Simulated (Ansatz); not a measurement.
Rock-salt NaBr, treated with PBE (PAW; Ansatz, a program for electronic structure).

Numerical settings: plane-wave cutoff 520 eV, 10×10×10 k mesh, Fermi–Dirac smearing 0.01 eV, scalar-relativistic PAW data made under PBE.

Pressure at four volumes; x = ln(V/27.490 Å³). One pressure is withheld.

```json
[
 {"V (Å³/atom)": "25.841", "x": "-0.0619", "P (GPa)": "1.384"},
 {"V (Å³/atom)": "27.490", "x": "0.0000", "P (GPa)": "0.000"},
 {"V (Å³/atom)": "28.590", "x": "0.0392", "P (GPa)": "-0.694"},
 {"V (Å³/atom)": "29.140", "x": "0.0583", "P (GPa)": "?"}
]
```

Q: Pass a parabola P(x) through the three rows shown, estimate the bulk modulus and its pressure derivative near zero pressure, and predict the withheld pressure.

A: Slopes between the rows: (0.000 − (1.384))/(0.0000 − (-0.0619)) = -22.36 and (-0.694 − (0.000))/(0.0392 − (0.0000)) = -17.70 GPa. Their difference over the span 0.1011 is c = 4.66/0.1011 = 46.1 GPa, so P(x) = 1.384 + (-22.36)(x − (-0.0619)) + 46.1 (x − (-0.0619))(x − (0.0000)). At the middle row B = −dP/dx = −[-22.36 + 46.1 × 0.0619] = 19.5 GPa, and B′ = dB/dP = 2c/B = 4.7. At x = 0.0583 the parabola gives -0.981 GPa; the run gives -0.987 GPa. The Birch–Murnaghan fit to the energies at all volumes has B0 = 19.4 GPa and B′ = 4.6.

Measured, for comparison: bulk modulus 22.6 GPa (4 K, zero-point motion not removed; as tabulated in Doll and Stoll (1998), arXiv:cond-mat/9801031). Computed (rounded) less measured: bulk modulus -14 %.
